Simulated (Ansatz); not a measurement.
Write the native input for Ansatz 0.2.0 that does the following.

- Task: relaxation of cell and atoms
- Functional: revPBE
- Dispersion: D4
- Potentials or basis: Ansatz PAW
- Cutoff: 420 eV (not typed: the program's choice for these potentials)
- k mesh: 8 × 8 × 8
- Occupations: fermi-dirac, width 0.05 eV
- Spin: no spin polarisation

The system is InSe.

```
In Se
1.0
     2.00000    1.15470    8.44000
    -2.00000    1.15470    8.44000
     0.00000   -2.30940    8.44000
In Se
2 2
Cartesian
  0.0000 0.0000 22.4994
  0.0000 0.0000 0.0000
  0.0000 0.0000 4.3525
  0.0000 0.0000 9.7102
```

These files were run (other wordings do the same):

input.yaml

```yaml
crystal:
  lattice:
    - [2.0, 1.1547005384, 8.44]
    - [-2.0, 1.1547005384, 8.44]
    - [0.0, -2.3094010768, 8.44]
  atoms:
    - { symbol: In, position: [0.8886, 0.8886, 0.8886] }
    - { symbol: In, position: [0.0, 0.0, 0.0] }
    - { symbol: Se, position: [0.1719, 0.1719, 0.1719] }
    - { symbol: Se, position: [0.3835, 0.3835, 0.3835] }
hamiltonian:
  xc: revpbe
  pseudopotentials: { kind: paw }
  dispersion: d4
kpoints:
  mp_grid: { grid: [8, 8, 8] }
scf:
  occupations: { method: fermi_dirac, width: 0.05 }
output:
  forces: true
  stress: true
relax:
  f_tol: 0.01
  max_steps: 40
  cell: { stress_tol: 0.05 }
```

Potentials or basis: Ansatz PAW.

Run with:

```bash
$ ansatz run input.yaml --threads 2 --pin off --max-ram 5632MiB --backend cpu --events-out ev --progress --plain --runs-dir out
```

Results of the run:

| Quantity | Value |
| --- | --- |
| Relaxed volume | 28.85 Å³/atom |
| Relaxed cell | a = 8.532 Å, b = 8.532 Å, c = 8.532 Å, α = 27.32°, β = 27.32°, γ = 27.32° |
| Space group after relaxing (to 0.05 Å) | R3m (No. 160) |
| Energy gained by relaxing | 7.4 meV/atom |
| Ionic steps | 6 |
| Pressure after relaxing | 0.0 GPa |
| Band gap on the k mesh | 0.37 eV |

Caveat: the plane-wave basis is chosen anew once the cell has moved, so the energies of steps on either side of that aren't comparable; spin-orbit coupling is left out, which moves the levels of the heavy elements; the PAW data sets come from PBE, with cores solved anew for the run's functional, which leaves a small shift of forces and pressure.

Run time: 2.1 min on 2 threads of Intel(R) Xeon(R) Processor @ 2.50GHz (Skylake/Cascade Lake) (shared host), peak memory 0.54 GiB.
